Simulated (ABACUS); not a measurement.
## RbCl under changes of volume

One of the cells (35.094 Å³/atom); the others are scaled copies at fixed shape and fractional positions:

```
Rb Cl
1.0
     0.00000    3.27400    3.27400
     3.27400    0.00000    3.27400
     3.27400    3.27400    0.00000
Rb Cl
1 1
Direct
  0.00000 0.00000 0.00000
  0.50000 0.50000 0.50000
```

| Property | Result |
| --- | --- |
| Program | ABACUS 3.10.1 |
| Functional | PBE |
| Potentials or basis | PseudoDojo NC SR 0.4.1 PBE standard |
| Cutoff | 789 eV |
| Density cutoff | 3157 eV |
| Basis | plane waves |
| k mesh | 7 × 7 × 7 |
| Occupations | fermi-dirac, width 0.05 eV |
| Spin | no spin polarisation |

```tsv
volume (Å³/atom)	energy over the lowest point (meV/atom)	pressure (GPa)	gap on the mesh (eV)
32.989	31.99	2.5	5.26
33.690	21.96	2.0	5.19
34.392	14.09	1.6	5.12
35.094	?	?	?
35.796	3.95	0.8	4.99
36.498	1.29	0.4	4.92
37.200	0.00	0.1	4.86
```

Problem. What does the run at 35.094 Å³/atom give?

Solution. Energy over the lowest point 8.15 meV/atom; pressure 1.1 GPa; gap on the mesh 5.05 eV.

Worked out: A Birch-Murnaghan fit of order 3 (a polynomial in V^(-2/3)) to the other rows has its minimum at 37.58 Å³/atom, just outside them, with B0 = V·E''(V) = 14.1 GPa and B' = 5.1. It gives 8.16 meV/atom at 35.094 Å³/atom, against the run's 8.15, and -dE/dV = 1.1 GPa, against 1.1. A straight line through the other rows of the gap, of slope -3.34 eV per unit of ln V (its deformation potential), gives 5.05 eV, against the run's 5.05.

Energies are extrapolated to zero smearing.

Caveats: an odd mesh through Γ misses points on the zone boundary, where band edges often lie (some runs). Spin-orbit coupling on Rb is left out.
